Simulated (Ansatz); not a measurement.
Runs of Ansatz 0.2.0 on Ni. Symmetry: P6_3/mmc, No. 194, hexagonal system. Conventional cell: a = 2.448 Å, b = 2.448 Å, c = 4.073 Å, α = 90.00°, β = 90.00°, γ = 120.00°. Ni (site symmetry -6m2) has 12 Ni at 2.45 to 2.48 Å as nearest neighbours. This isn't the form of Ni at room conditions, which is fcc.

| task | level | potentials or basis | spin | U | cell | k mesh | cutoff (eV) | smearing | points for each segment of the path | hubbard projectors | double counting | mesh quality | gap on the mesh (eV) | pressure (GPa) | moment (μB) | relaxed volume (Å³/atom) |
| --- | --- | --- | --- | --- | --- | --- | --- | --- | --- | --- | --- | --- | --- | --- | --- | --- |
| relaxation of cell and atoms | LDA | Ansatz PAW | collinear, program default start | - | relaxed | 12 × 12 × 7 | 420 | gaussian 0.01 eV | - | - | - | not flagged | none | 0.0 | 1.24 | 10.06 |
| single point | PBEsol0 | Ansatz PAW | collinear, ferromagnetic start | - | as given | 6 × 6 × 4 | 420 | fermi-dirac 0.05 eV | - | - | - | coarse | none | - | 1.43 | - |
| relaxation of cell and atoms | PBE0 | Ansatz PAW | collinear, ferromagnetic start | - | relaxed | 6 × 6 × 4 | 420 | fermi-dirac 0.05 eV | - | - | - | coarse | none | - | 1.43 | (d) |
| band structure | HSE03 | Ansatz PAW | collinear, ferromagnetic start | - | as given | 6 × 6 × 4 | 420 | fermi-dirac 0.05 eV | 4 | - | - | coarse | none | - | 1.53 | - |
| band structure | r2SCAN+rVV10+U | Ansatz PAW | collinear, ferromagnetic start | Ni d U = 3.5 eV | as given | 12 × 12 × 7 | 500 | fermi-dirac 0.1 eV | 14 | ortho-atomic (the default) | fll (the default) | not flagged | none | 17.1 | 1.74 | - |
| single point | PBE0 | Ansatz PAW | collinear, ferromagnetic start | - | as given | 6 × 6 × 4 | 420 | fermi-dirac 0.05 eV | - | - | - | coarse | none | - | 1.43 | - |
| relaxation of cell and atoms | PBEsol+D3(BJ) | Ansatz PAW | collinear, ferromagnetic start | - | relaxed | 12 × 12 × 7 | 420 | fermi-dirac 0.05 eV | - | - | - | not flagged | none | 0.0 | (c) | 10.12 |
| relaxation of cell and atoms | PBEsol0 | Ansatz PAW | collinear, ferromagnetic start | - | relaxed | 6 × 6 × 4 | 420 | fermi-dirac 0.05 eV | - | - | - | coarse | none | - | 1.36 | (b) |
| ladder of functionals | r2SCAN+D3(BJ)+U | Ansatz PAW polarizable | collinear, program default start | Ni d U = 1 eV | as given | 12 × 12 × 7 | 500 | fermi-dirac 0.05 eV | - | ortho-atomic | fll | not flagged | none | -2.5 | 1.52 | - |
| band structure | PBEsol | Ansatz PAW | collinear, ferromagnetic start | - | as given | 12 × 12 × 7 | 420 | fermi-dirac 0.05 eV | 14 | - | - | not flagged | none | -3.0 | (a) | - |
| single point | LDA | Ansatz PAW | collinear, ferromagnetic start | - | as given | 12 × 12 × 7 | 420 | gaussian 0.1 eV | - | - | - | not flagged | none | -10.9 | 1.25 | - |

Q: Estimate the missing entries.

A: (a) 1.30; (b) 10.17; (c) 1.27; (d) 10.56.

Caveats: some runs use coarse meshes; the PAW data sets come from PBE, with cores solved anew for the run's functional, which leaves a small shift of forces and pressure; the magnetic or orbital state may not be the lowest (some runs); the plane-wave basis is chosen anew once the cell has moved, so the energies of steps on either side of that aren't comparable (some runs); pairwise dispersion overbinds metals, which lowers pressure and volume (some runs); the U is typed as a test and isn't derived for this compound (some runs).

A k mesh can miss the band edges.

A gap of «none» marks a metal or a gap under the smearing width.

Not every run made on this cell is shown here.
